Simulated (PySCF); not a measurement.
These 2 structures share the formula C3H6O. Method used: PySCF, PBE0-D3(BJ)/def2-SVP geometry optimisation, gas phase. One conformer each; no zero-point energy, no entropy. No frequencies were run at this level. Point groups hold within 0.08 Å.

**Question.** Rank from lowest to highest electronic energy at this level (kcal/mol).
A. `CC(C)=O` (acetone)
B. `C1OCC1` (oxetane)

**Answer.** A (0.0), B (29.2).

As drawn, the lower has a C=O bond, which the higher lacks; the higher has a four-membered ring, which the lower lacks.

| SMILES | E (Eh) | E rel (kcal/mol) | dipole (D) | point group | A, B, C (MHz) |
| --- | --- | --- | --- | --- | --- |
| CC(C)=O | -192.79109 | 0.0 | 2.86 | near C2v | 10190, 8556, 4937 |
| C1COC1 | -192.74455 | 29.2 | 1.93 | near C2v | 12239, 11899, 6831 |

**Question.** How do the relative energies change in single points at KT2/pcSseg-2 (no added dispersion term) on the same geometries?

**Answer.** 
| SMILES | PBE0-D3(BJ)/def2-SVP (kcal/mol) | KT2/pcSseg-2 (kcal/mol) | shift |
| --- | --- | --- | --- |
| CC(C)=O | 0.0 | 0.0 | 0.0 |
| C1COC1 | 29.2 | 25.9 | -3.3 |

Each column counts from its own lowest isomer. The order is unchanged; the largest shift is 3.3 kcal/mol.
